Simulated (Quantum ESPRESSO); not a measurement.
# Al2O3 (Corundum) (R-3c) in Quantum ESPRESSO: a series of runs

The runs below take Al2O3 (Corundum) through band structure, with LDA, r2SCAN.

Everything below comes from runs of Quantum ESPRESSO 7.5. Logs are shortened: lines on timing, memory, paths and dates and some standing lists are left out, and cuts for length are marked.

**Experimental background.**

“Multi-petahertz electron interference in Cr:Al2O3 solid-state material”, 2018, pmc:5906618 quotes, for a bulk crystal of Al2O3: band gap 8.7 eV (optical).

The results are compared with them further down.

## Step 1: Starting point

Symmetry: R-3c, No. 167, trigonal system. The conventional cell has a = 4.760 Å, b = 4.760 Å, c = 12.996 Å, α = 90.00°, β = 90.00°, γ = 120.00°. Al (site symmetry 3) has 6 O at 1.85 to 1.97 Å as nearest neighbours. O (site symmetry 2) is surrounded by 4 Al at 1.85 to 1.97 Å.

## Step 2: Band structure, LDA

pw.in reads:

```
&CONTROL
  calculation = 'scf'
  prefix = 'pwscf'
  outdir = './tmp'
  pseudo_dir = './pseudo'
  tprnfor = .true.
  tstress = .true.
  disk_io = 'low'
/
&SYSTEM
  ibrav = 0
  celldm(1) = 8
  nat = 10
  ntyp = 2
  ecutwfc = 45
  ecutrho = 360
  nbnd = 33
  occupations = 'smearing'
  smearing = 'fd'
  degauss = 0.00367493
/
&ELECTRONS
  conv_thr = 2d-09
  electron_maxstep = 120
  mixing_beta = 0.5
/
ATOMIC_SPECIES
Al    26.9815 al_lda_v1.uspp.F.UPF
O     15.9990 o_lda_v1.2.uspp.F.UPF
CELL_PARAMETERS alat
  0.5622525760176   0.3246166761072   1.0232552010573
 -0.5622525760176   0.3246166761072   1.0232552010573
  0.0000000000000  -0.6492333522380   1.0232552010573
ATOMIC_POSITIONS crystal
Al     0.8521600000    0.8521600000    0.8521600000
Al     0.6478400000    0.6478400000    0.6478400000
Al     0.1478400000    0.1478400000    0.1478400000
Al     0.3521600000    0.3521600000    0.3521600000
O      0.0566800000    0.7500000000    0.4433200000
O      0.7500000000    0.4433200000    0.0566800000
O      0.4433200000    0.0566800000    0.7500000000
O      0.9433200000    0.2500000000    0.5566800000
O      0.2500000000    0.5566800000    0.9433200000
O      0.5566800000    0.9433200000    0.2500000000
K_POINTS automatic
7 7 7 0 0 0
```

bands.in reads:

```
&CONTROL
  calculation = 'bands'
  prefix = 'pwscf'
  outdir = './tmp'
  pseudo_dir = './pseudo'
  disk_io = 'low'
  verbosity = 'high'
/
&SYSTEM
  ibrav = 0
  celldm(1) = 8
  nat = 10
  ntyp = 2
  ecutwfc = 45
  ecutrho = 360
  nbnd = 33
  occupations = 'smearing'
  smearing = 'fd'
  degauss = 0.00367493
/
&ELECTRONS
  conv_thr = 1d-08
  electron_maxstep = 120
  mixing_beta = 0.5
  diago_full_acc = .true.
  startingwfc = 'random'
/
ATOMIC_SPECIES
Al    26.9815 al_lda_v1.uspp.F.UPF
O     15.9990 o_lda_v1.2.uspp.F.UPF
CELL_PARAMETERS alat
  0.5622525760176   0.3246166761072   1.0232552010573
 -0.5622525760176   0.3246166761072   1.0232552010573
  0.0000000000000  -0.6492333522380   1.0232552010573
ATOMIC_POSITIONS crystal
Al     0.8521600000    0.8521600000    0.8521600000
Al     0.6478400000    0.6478400000    0.6478400000
Al     0.1478400000    0.1478400000    0.1478400000
Al     0.3521600000    0.3521600000    0.3521600000
O      0.0566800000    0.7500000000    0.4433200000
O      0.7500000000    0.4433200000    0.0566800000
O      0.4433200000    0.0566800000    0.7500000000
O      0.9433200000    0.2500000000    0.5566800000
O      0.2500000000    0.5566800000    0.9433200000
O      0.5566800000    0.9433200000    0.2500000000
K_POINTS crystal
60
 0.0000000000  0.0000000000  0.0000000000 1
 0.0625000000  0.0000000000  0.0000000000 1
 0.1250000000  0.0000000000  0.0000000000 1
 0.1875000000  0.0000000000  0.0000000000 1
 0.2500000000  0.0000000000  0.0000000000 1
 0.3125000000  0.0000000000  0.0000000000 1
 0.3750000000  0.0000000000  0.0000000000 1
 0.4375000000  0.0000000000  0.0000000000 1
 0.5000000000  0.0000000000  0.0000000000 1
 0.5000000000  0.0389600799 -0.0389600799 1
 0.5000000000  0.0779201598 -0.0779201598 1
 0.5000000000  0.1168802397 -0.1168802397 1
 0.5000000000  0.1558403196 -0.1558403196 1
 0.5000000000  0.1948003995 -0.1948003995 1
 0.5000000000  0.2337604794 -0.2337604794 1
 0.7662395206  0.5000000000  0.2337604794 1
 0.7282053033  0.5000000000  0.2717946967 1
 0.6901710861  0.5000000000  0.3098289139 1
 0.6521368689  0.5000000000  0.3478631311 1
 0.6141026517  0.5000000000  0.3858973483 1
 0.5760684344  0.5000000000  0.4239315656 1
 0.5380342172  0.5000000000  0.4619657828 1
 0.5000000000  0.5000000000  0.5000000000 1
 0.4285714286  0.4285714286  0.4285714286 1
 0.3571428571  0.3571428571  0.3571428571 1
 0.2857142857  0.2857142857  0.2857142857 1
 0.2142857143  0.2142857143  0.2142857143 1
 0.1428571429  0.1428571429  0.1428571429 1
 0.0714285714  0.0714285714  0.0714285714 1
 0.0000000000  0.0000000000  0.0000000000 1
 0.0366880240  0.0000000000 -0.0366880240 1
 0.0733760479  0.0000000000 -0.0733760479 1
 0.1100640719  0.0000000000 -0.1100640719 1
 0.1467520959  0.0000000000 -0.1467520959 1
 0.1834401199  0.0000000000 -0.1834401199 1
 0.2201281438  0.0000000000 -0.2201281438 1
 0.2568161678  0.0000000000 -0.2568161678 1
 0.2935041918  0.0000000000 -0.2935041918 1
 0.3301922157  0.0000000000 -0.3301922157 1
 0.3668802397  0.0000000000 -0.3668802397 1
 0.6331197603  0.3668802397  0.0000000000 1
 0.5887465069  0.4112534931  0.0000000000 1
 0.5443732534  0.4556267466  0.0000000000 1
 0.5000000000  0.5000000000  0.0000000000 1
 0.5665598801  0.5665598801  0.1168802397 1
 0.6331197603  0.6331197603  0.2337604794 1
 0.6141026517  0.6141026517  0.2717946967 1
 0.5950855431  0.5950855431  0.3098289139 1
 0.5760684344  0.5760684344  0.3478631311 1
 0.5570513258  0.5570513258  0.3858973483 1
 0.5380342172  0.5380342172  0.4239315656 1
 0.5190171086  0.5190171086  0.4619657828 1
 0.5000000000  0.5000000000  0.5000000000 1
 0.5000000000  0.0000000000  0.0000000000 1
 0.5443732534  0.0611467066  0.0611467066 1
 0.5887465069  0.1222934132  0.1222934132 1
 0.6331197603  0.1834401199  0.1834401199 1
 0.6774930137  0.2445868265  0.2445868265 1
 0.7218662671  0.3057335331  0.3057335331 1
 0.7662395206  0.3668802397  0.3668802397 1
```

Potentials or basis: GBRV 1.5 LDA.

On the command line:

```
$ OMP_NUM_THREADS=1 mpirun -n 2 pw.x -nk 2 -in pw.in > pw.out
$ OMP_NUM_THREADS=1 mpirun -n 2 pw.x -nk 2 -in bands.in > bands.out
```

pw.out:

```text
This program is part of the open-source Quantum ESPRESSO suite
     for quantum simulation of materials; please cite
[... 13 lines left out ...]
     --------------------
     sticks:   dense  smooth     PW     G-vecs:    dense   smooth      PW
     Sum        2217    1107    339                66169    23381    3955

     Using Slab Decomposition

     bravais-lattice index     =            0
     lattice parameter (alat)  =       8.0000  a.u.
     unit-cell volume          =     573.7299 (a.u.)^3
     number of atoms/cell      =           10
     number of atomic types    =            2
     number of electrons       =        48.00
     number of Kohn-Sham states=           33
     kinetic-energy cutoff     =      45.0000  Ry
     charge density cutoff     =     360.0000  Ry
     scf convergence threshold =      2.0E-09
     mixing beta               =       0.5000
     number of iterations used =            8  plain     mixing
     Exchange-correlation= SLA  PZ   NOGX NOGC
                           (   1   1   0   0   0   0   0)

     celldm(1)=   8.000000  celldm(2)=   0.000000  celldm(3)=   0.000000
     celldm(4)=   0.000000  celldm(5)=   0.000000  celldm(6)=   0.000000

     crystal axes: (cart. coord. in units of alat)
               a(1) = (   0.562253   0.324617   1.023255 )
               a(2) = (  -0.562253   0.324617   1.023255 )
               a(3) = (   0.000000  -0.649233   1.023255 )

     reciprocal axes: (cart. coord. in units 2 pi/alat)
               b(1) = (  0.889280  0.513426  0.325758 )
               b(2) = ( -0.889280  0.513426  0.325758 )
               b(3) = (  0.000000 -1.026852  0.325758 )

     PseudoPot. # 1 for Al read from file:
     al_lda_v1.uspp.F.UPF
     Pseudo is Ultrasoft + core correction, Zval =  3.0
     Generated by new atomic code, or converted to UPF format
     Using radial grid of  893 points,  3 beta functions with:
                l(1) =   0
                l(2) =   1
                l(3) =   2
     Q(r) pseudized with  8 coefficients,  rinner =    0.900   0.900   0.900
                                                       0.900   0.900

     PseudoPot. # 2 for O  read from file:
     o_lda_v1.2.uspp.F.UPF
     Pseudo is Ultrasoft + core correction, Zval =  6.0
     Generated by new atomic code, or converted to UPF format
     Using radial grid of  737 points,  5 beta functions with:
                l(1) =   0
                l(2) =   0
                l(3) =   1
                l(4) =   1
                l(5) =   2
     Q(r) pseudized with  8 coefficients,  rinner =    0.900   0.900   0.900
                                                       0.900   0.900

     atomic species   valence    mass     pseudopotential
     Al                3.00    26.98150     Al( 1.00)
     O                 6.00    15.99900     O ( 1.00)

     12 Sym. Ops., with inversion, found ( 6 have fractional translation)

   Cartesian axes

     site n.     atom                  positions (alat units)
         1        Al     tau(   1) = (  -0.0000000  -0.0000000   2.6159315  )
         2        Al     tau(   2) = (   0.0000000  -0.0000000   1.9887169  )
         3        Al     tau(   3) = (  -0.0000000  -0.0000000   0.4538341  )
         4        Al     tau(   4) = (  -0.0000000  -0.0000000   1.0810487  )
         5        O      tau(   5) = (  -0.3898210  -0.0259563   1.2790690  )
         6        O      tau(   6) = (   0.1724316   0.3505730   1.2790690  )
         7        O      tau(   7) = (   0.2173893  -0.3246167   1.2790690  )
         8        O      tau(   8) = (   0.3898210   0.0259563   1.7906966  )
         9        O      tau(   9) = (  -0.1724316  -0.3505730   1.7906966  )
        10        O      tau(  10) = (  -0.2173893   0.3246167   1.7906966  )

     number of k points=    44  Fermi-Dirac smearing, width (Ry)=  0.0037
                       cart. coord. in units 2pi/alat
        k(    1) = (   0.0000000   0.0000000   0.0000000), wk =   0.0058309
        k(    2) = (   0.0000000  -0.1466932   0.0465368), wk =   0.0349854
[... 50 lines left out ...]

     total energy              =    -221.75155701 Ry
     estimated scf accuracy    <       0.00000241 Ry

     iteration #  8     ecut=    45.00 Ry     beta= 0.50
     Davidson diagonalization with overlap
     ethr =  2.49E-09,  avg # of iterations =  2.0

     End of self-consistent calculation

          k = 0.0000 0.0000 0.0000 (  2951 PWs)   bands (ev):

   -11.6810  -9.2347  -8.9292  -8.9292  -8.5685  -8.5685   0.3470   1.3607
     1.7123   1.7123   2.8570   2.9586   2.9586   3.9475   4.3270   5.9317
     5.9317   6.0808   6.0808   6.8689   6.8689   7.3163   7.3163   7.3563
    13.5083  16.3010  17.7270  18.6747  18.6747  18.7624  19.4580  19.4580
    19.4735

          k = 0.0000-0.1467 0.0465 (  2924 PWs)   bands (ev):

   -11.5718  -9.2778  -9.0091  -8.9523  -8.6263  -8.5765   0.4653   1.1310
     1.5748   2.2345   2.3494   2.8867   3.7098   4.3918   4.5597   5.5263
     5.8826   5.9742   6.1585   6.6072   6.7041   7.0603   7.2935   7.3230
    13.9767  16.6804  17.4270  18.3992  18.4647  18.6258  19.4702  19.6528
    19.9638

          k = 0.0000-0.2934 0.0931 (  2941 PWs)   bands (ev):

   -11.2556  -9.6225  -8.9967  -8.9844  -8.7582  -8.6252   0.6567   1.2400
     1.2474   2.1808   2.8064   3.2832   4.5001   4.6366   5.0856   5.2937
     5.4491   5.6423   5.9820   5.9925   6.5634   6.8736   7.1758   7.2214
    15.0229  17.0213  17.3857  17.7740  17.9924  18.4260  19.5049  19.6742
    19.9114

          k = 0.0000-0.4401 0.1396 (  2920 PWs)   bands (ev):

   -10.7699 -10.1860  -8.9712  -8.8906  -8.8736  -8.7329   0.7423   0.9266
     1.8208   2.2207   3.4420   3.7270   3.8552   4.4080   4.9398   5.3672
     5.5286   5.8932   5.9018   6.0438   6.3603   6.6302   7.0878   7.1136
    16.1658  16.7168  16.8482  17.1833  18.5868  18.8519  19.1456  19.3108
    19.9248
[... 299 lines left out ...]
   -10.4522 -10.2575  -9.4465  -9.1754  -8.6925  -8.5476   1.2385   1.9645
     2.0340   2.4950   3.2747   3.6508   3.7043   4.2444   4.3101   4.7631
     5.2077   5.6526   5.8988   6.2913   6.3744   6.5162   6.7252   6.7570
    16.7514  16.9435  17.4512  17.9796  18.2047  18.4297  19.0123  19.4379
    20.2537

          k =-0.0000-0.0000 0.4188 (  2952 PWs)   bands (ev):

   -10.8992 -10.3754  -8.8120  -8.8120  -8.7315  -8.7315   1.5416   1.8261
     2.5463   2.5463   2.6313   3.1501   3.1501   3.8033   4.8400   5.0407
     5.0407   5.2767   5.6617   5.6617   6.9166   6.9166   7.0612   7.0612
    15.5436  16.1462  17.8246  18.3264  19.4938  19.5850  19.6561  19.6568
    19.9502

          k =-0.0000 0.8802 0.1396 (  2942 PWs)   bands (ev):

   -10.6512 -10.4834  -9.0671  -8.9638  -8.6588  -8.6163   1.5333   1.6433
     2.5124   2.5393   2.9387   3.3585   3.5106   3.6922   4.6960   4.9335
     4.9910   5.4645   5.7014   5.8630   6.7493   6.7540   6.8945   6.9424
    16.0804  16.2936  17.9492  18.0725  19.0859  19.1598  19.3744  19.5972
    20.0966

     the Fermi energy is     8.4877 ev

!    total energy              =    -221.75155749 Ry
     estimated scf accuracy    <          9.6E-10 Ry
     smearing contrib. (-TS)   =      -0.00000000 Ry
     internal energy E=F+TS    =    -221.75155749 Ry

     The total energy is F=E-TS. E is the sum of the following terms:
     one-electron contribution =     -37.50098263 Ry
     hartree contribution      =      53.56840107 Ry
     xc contribution           =     -61.58902962 Ry
     ewald contribution        =    -176.22994631 Ry

     convergence has been achieved in   8 iterations

     Forces acting on atoms (cartesian axes, Ry/au):

     atom    1 type  1   force =     0.00000000    0.00000000   -0.00201490
     atom    2 type  1   force =    -0.00000000   -0.00000000    0.00201490
     atom    3 type  1   force =    -0.00000000   -0.00000000    0.00201490
     atom    4 type  1   force =     0.00000000    0.00000000   -0.00201490
     atom    5 type  2   force =    -0.00229616   -0.00397707   -0.00000000
     atom    6 type  2   force =    -0.00229616    0.00397707    0.00000000
     atom    7 type  2   force =     0.00459232   -0.00000000    0.00000000
     atom    8 type  2   force =     0.00229616    0.00397707    0.00000000
     atom    9 type  2   force =     0.00229616   -0.00397707   -0.00000000
     atom   10 type  2   force =    -0.00459232    0.00000000   -0.00000000

     Total force =     0.011949     Total SCF correction =     0.000022

     Computing stress (Cartesian axis) and pressure

          total   stress  (Ry/bohr**3)                   (kbar)     P=      -38.36
  -0.00025073  -0.00000000   0.00000000          -36.88       -0.00        0.00
  -0.00000000  -0.00025073  -0.00000000           -0.00      -36.88       -0.00
  -0.00000000  -0.00000000  -0.00028085           -0.00       -0.00      -41.32

=------------------------------------------------------------------------------=
   JOB DONE.
=------------------------------------------------------------------------------=
```

Run time: 68 s. Hardware: 2 MPI ranks of Intel Xeon 6975P-C (Granite Rapids), shared host; peak memory 0.38 GiB.

What came out:

```
Free energy             : -3017.0836 eV
Pressure                : -3.8 GPa
Largest force           : 0.118 eV/Å
Band gap on the k mesh  : 6.15 eV, direct
Band gap along the path : 6.15 eV, direct
```

Forces on the atoms (eV/Å):
```
Al   0.000  0.000 -0.052
Al   0.000  0.000  0.052
Al   0.000  0.000  0.052
Al   0.000  0.000 -0.052
O   -0.059 -0.102  0.000
O   -0.059  0.102  0.000
O    0.118  0.000  0.000
O    0.059  0.102  0.000
O    0.059 -0.102  0.000
O   -0.118  0.000  0.000
```

Levels at the corners of the path, in eV from the valence-band top:
```
point  band 20  band 21  band 22  band 23  band 24  band 25  band 26  band 27  band 28  band 29
    Γ    -0.49    -0.49    -0.04    -0.04     0.00     6.15     8.94    10.37    11.32    11.32
    L    -1.34    -0.92    -0.92    -0.27    -0.27     9.28     9.28     9.41     9.41    11.53
   B1    -1.19    -0.84    -0.84    -0.50    -0.50     9.49     9.49     9.92     9.92    10.33
    B    -1.19    -0.84    -0.84    -0.50    -0.50     9.49     9.49     9.92     9.92    10.33
    Z    -2.01    -0.37    -0.37    -0.37    -0.37     8.53     8.53    10.71    10.71    12.15
    Γ    -0.49    -0.49    -0.04    -0.04     0.00     6.15     8.94    10.37    11.32    11.32
    X    -1.11    -0.88    -0.84    -0.57    -0.28     9.31     9.32     9.55     9.98    10.43
    Q    -1.11    -0.88    -0.84    -0.57    -0.28     9.31     9.32     9.55     9.98    10.43
    F    -1.29    -1.03    -0.93    -0.72    -0.25     9.37     9.56     9.74    10.22    10.80
   P1    -1.07    -1.04    -0.86    -0.75    -0.46     9.50     9.69    10.01    10.17    10.20
    Z    -2.01    -0.37    -0.37    -0.37    -0.37     8.53     8.53    10.71    10.71    12.15
    L    -1.34    -0.92    -0.92    -0.27    -0.27     9.28     9.28     9.41     9.41    11.53
    P    -1.07    -1.04    -0.86    -0.75    -0.46     9.50     9.69    10.01    10.17    10.20
```

## Step 3: Band structure, r2SCAN

Changes to pw.in since step 2:

```diff
@@ -14,5 +14,5 @@
   ntyp = 2
-  ecutwfc = 45
-  ecutrho = 360
-  nbnd = 33
+  ecutwfc = 88
+  nbnd = 52
+  input_dft = 'r2scan'
   occupations = 'smearing'
@@ -20,5 +20,6 @@
   degauss = 0.00367493
+  nosym = .true.
 /
 &ELECTRONS
-  conv_thr = 2d-09
+  conv_thr = 1d-08
   electron_maxstep = 120
@@ -27,4 +28,4 @@
 ATOMIC_SPECIES
-Al    26.9815 al_lda_v1.uspp.F.UPF
-O     15.9990 o_lda_v1.2.uspp.F.UPF
+Al    26.9815 Al_ONCV_PBE-1.2.upf
+O     15.9990 O_ONCV_PBE-1.2.upf
 CELL_PARAMETERS alat
@@ -45,2 +46,2 @@
 K_POINTS automatic
-7 7 7 0 0 0
+5 5 5 0 0 0
```

Changes to bands.in since step 2:

```diff
@@ -13,5 +13,5 @@
   ntyp = 2
-  ecutwfc = 45
-  ecutrho = 360
-  nbnd = 33
+  ecutwfc = 88
+  nbnd = 52
+  input_dft = 'r2scan'
   occupations = 'smearing'
@@ -19,2 +19,3 @@
   degauss = 0.00367493
+  nosym = .true.
 /
@@ -28,4 +29,4 @@
 ATOMIC_SPECIES
-Al    26.9815 al_lda_v1.uspp.F.UPF
-O     15.9990 o_lda_v1.2.uspp.F.UPF
+Al    26.9815 Al_ONCV_PBE-1.2.upf
+O     15.9990 O_ONCV_PBE-1.2.upf
 CELL_PARAMETERS alat
```

Potentials or basis: SG15 PBE 1.2.

On the command line:

```
$ OMP_NUM_THREADS=1 mpirun -n 2 pw.x -nk 2 -in pw.in > pw.out
$ OMP_NUM_THREADS=1 mpirun -n 2 pw.x -nk 2 -in bands.in > bands.out
```

Wall time 14 min (2 MPI ranks of Intel Xeon 6975P-C (Granite Rapids), shared host); peak memory 0.7 GiB.

Results (log left out):

```
Free energy             : -10166.5390 eV
Pressure                : -0.2 GPa
Largest force           : 0.075 eV/Å
Band gap on the k mesh  : 6.97 eV, direct
Band gap along the path : 6.97 eV, direct
```

Forces in eV/Å, atoms in the order of the input:
```
Al   0.000  0.000 -0.075
Al   0.000  0.000  0.075
Al   0.000  0.000  0.075
Al   0.000  0.000 -0.075
O   -0.022 -0.037  0.000
O   -0.022  0.037  0.000
O    0.043  0.000  0.000
O    0.022  0.037  0.000
O    0.022 -0.037  0.000
O   -0.043  0.000  0.000
```

Levels at the corners of the path, in eV from the valence-band top:
```
point  band 36  band 37  band 38  band 39  band 40  band 41  band 42  band 43  band 44  band 45
    Γ    -0.52    -0.52    -0.06    -0.06     0.00     6.97    10.11    11.96    12.67    12.67
    L    -1.35    -0.94    -0.94    -0.29    -0.29    10.36    10.36    10.68    10.68    12.84
   B1    -1.22    -0.88    -0.88    -0.52    -0.52    10.69    10.69    11.09    11.09    11.65
    B    -1.22    -0.88    -0.88    -0.52    -0.52    10.69    10.69    11.09    11.09    11.65
    Z    -2.04    -0.40    -0.40    -0.40    -0.40     9.55     9.55    12.18    12.18    13.67
    Γ    -0.52    -0.52    -0.06    -0.06     0.00     6.97    10.11    11.96    12.67    12.67
    X    -1.15    -0.92    -0.87    -0.58    -0.30    10.48    10.51    10.68    11.24    11.75
    Q    -1.15    -0.92    -0.87    -0.58    -0.30    10.48    10.51    10.68    11.24    11.75
    F    -1.33    -1.06    -0.93    -0.78    -0.27    10.61    10.72    10.85    11.44    12.25
   P1    -1.10    -1.06    -0.88    -0.77    -0.48    10.76    10.86    11.13    11.40    11.43
    Z    -2.04    -0.40    -0.40    -0.40    -0.40     9.55     9.55    12.18    12.18    13.67
    L    -1.35    -0.94    -0.94    -0.29    -0.29    10.36    10.36    10.68    10.68    12.84
    P    -1.10    -1.06    -0.88    -0.77    -0.48    10.76    10.86    11.13    11.40    11.43
```

Caveat: the potentials were made for another functional, which shifts forces and pressure.

## Step 4: How close it comes

Step 2. Measured gap of Al2O3: 8.7 eV (optical; quoted in “Multi-petahertz electron interference in Cr:Al2O3 solid-state material”, 2018, pmc:5906618). This calculation gives 6.15 eV (-2.55 eV). The value is that of LDA, without temperature or zero-point motion. Semilocal functionals fall short of measured gaps as a rule.

Step 3. Against the measured gap of Al2O3, 8.7 eV (optical; quoted in “Multi-petahertz electron interference in Cr:Al2O3 solid-state material”, 2018, pmc:5906618), the calculated 6.97 eV is off by -1.73 eV. The value is that of r2SCAN, without temperature or zero-point motion.
